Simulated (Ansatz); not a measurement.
Pb:

```
Pb
1.0
     0.00000    2.47502    2.47502
     2.47502    0.00000    2.47502
     2.47502    2.47502    0.00000
Pb
1
Cartesian
  0.0000 0.0000 0.0000
```

```yaml
Program: Ansatz 0.2.0
Task: relaxation of cell and atoms
Functional: RPBE
Dispersion: D3(BJ)
Potentials_or_basis: Ansatz PAW
Cutoff: "420 eV (not typed: the program's choice for these potentials)"
k_mesh: 9 × 9 × 9
Occupations: fermi-dirac, width 0.05 eV
Spin: no spin polarisation
```

At the start: volume 30.32 Å³/atom.

Where does the relaxation end?

It ends after 6 steps and the volume is 22.91 Å³/atom (-24.4 %); space group Fm-3m (No. 225, to 0.05 Å).

The path:
```
step  energy change (eV)  largest force (eV/Å)  volume (Å³)
   1              0.0000                0.0000        30.32
   2             -0.3932                0.0000        26.02
   3             -0.5102                0.0000        22.22
   4             -0.5178                0.0000        23.11
   5             -0.5186                0.0000        22.91
   6             -0.5179                0.0000        22.91
```

Final structure:
```yaml
crystal:
  lattice:
    - [0.00000, 2.25422, 2.25422]
    - [2.25422, 0.00000, 2.25422]
    - [2.25422, 2.25422, 0.00000]
  atoms:
    - { symbol: Pb, position: [0.00000, 0.00000, 0.00000] }
```

The cell as given is a measured one (30.32 Å³/atom); RPBE+D3(BJ) puts the equilibrium volume -24.4 % from it, thermal expansion not counted.

Caveat: the volume moved by over 15 % at a fixed basis, so the end points are rough; the plane-wave basis is chosen anew once the cell has moved, so the energies of steps on either side of that aren't comparable; the volume moved by -24 % from the deposited cell, more than functionals usually miss; pairwise dispersion overbinds metals, which lowers pressure and volume; the PAW data sets come from PBE, with cores solved anew for the run's functional, which leaves a small shift of forces and pressure.
